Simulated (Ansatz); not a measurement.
**Li: electron density at the nuclei under pressure**

```yaml
crystal:
  lattice:
    - [3.05442, 0.00000, 0.00000]
    - [-1.52721, 2.64521, 0.00000]
    - [0.00000, 0.00000, 4.99520]
  atoms:
    - { symbol: Li, position: [0.33333, 0.66667, 0.25000] }
    - { symbol: Li, position: [0.66667, 0.33333, 0.75000] }
```

Atoms are numbered in the order listed.

The cell was built from the hcp type and relaxed in the same program, and has space group P6_3/mmc; it needn't be a known or the stable phase.

Method: DFT, PBE, all-electron PAW with datasets made for the crystal, scalar-relativistic in Ansatz 0.2.0.

The runs use a Γ-centred 16×16×9 k mesh, Fermi–Dirac smearing of 0.05 eV, cutoff 100 eV (chosen by the program for this cell), no spin polarisation.

The contact density is the mean electron density over the nuclear volume; its changes follow the s electrons' response to bonding and compression. Changes below are taken from the unscaled cell, where it is 94.7633 e/Å³ at Li1.

```json
{"V/V(cell)": "0.9405", "P (GPa)": "1.0", "Δρ(0) Li1 (e/Å³)": "?"}
{"V/V(cell)": "1.0000", "P (GPa)": "0.0", "Δρ(0) Li1 (e/Å³)": "0.00"}
{"V/V(cell)": "1.0600", "P (GPa)": "-0.7", "Δρ(0) Li1 (e/Å³)": "-0.03"}
```

Question: Fill in "Δρ(0) Li1 (e/Å³)" for the row "0.9405".

Answer: 0.04.

The datasets are made afresh for each cell, so very small changes are uncertain.
